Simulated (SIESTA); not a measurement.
**GaP under changes of volume**

One of the cells (20.605 Å³/atom); the others are scaled copies at fixed shape and fractional positions:

```xyz
4
Lattice="1.9300 1.1143 6.3876 -1.9300 1.1143 6.3876 0.0000 -2.2285 6.3876" Properties=species:S:1:pos:R:3 pbc="T T T"
Ga    0.0000    0.0000   10.8199
Ga    0.0000    0.0000    8.3430
P     0.0000    0.0000   18.0632
P     0.0000    0.0000    1.0997
```

Measurements of this composition are mostly on another form, of space group No. 216.

| Property | Result |
| --- | --- |
| Program | SIESTA 5.4.2 |
| Functional | PBEsol |
| Potentials or basis | PseudoDojo 0.4 standard (PBEsol files) |
| Basis | DZP (energy shift 0.003 Ry; two zetas on semicore shells) |
| Grid cutoff | 800 Ry |
| Energy shift | 0.003 Ry |
| k mesh | 8 × 8 × 8 |
| Occupations | fermi-dirac, width 0.05 eV |
| Spin | no spin polarisation |

```csv
volume (Å³/atom),energy over the lowest point (meV/atom),pressure (GPa),largest force (eV/Å)
19.764,?,?,?
20.185,0.00,0.8,0.319
20.605,0.25,-0.8,0.254
21.026,4.38,-2.3,0.194
21.446,12.10,-3.6,0.139
```

Question: What does the run at 19.764 Å³/atom give?

Answer: Energy over the lowest point 4.29 meV/atom; pressure 2.6 GPa; largest force 0.390 eV/Å.

Worked out: A Birch-Murnaghan fit of order 2 (a polynomial in V^(-2/3)) to the other rows has its minimum at 20.37 Å³/atom with B0 = V·E''(V) = 77 GPa at fixed shape and positions, which overstates the stiffness. It gives 4.14 meV/atom at 19.764 Å³/atom, against the run's 4.29, and -dE/dV = 2.5 GPa, against 2.6.

Energies are extrapolated to zero smearing.

Caveats: the basis of atomic orbitals isn't converged, which shifts pressures, moduli and gaps.
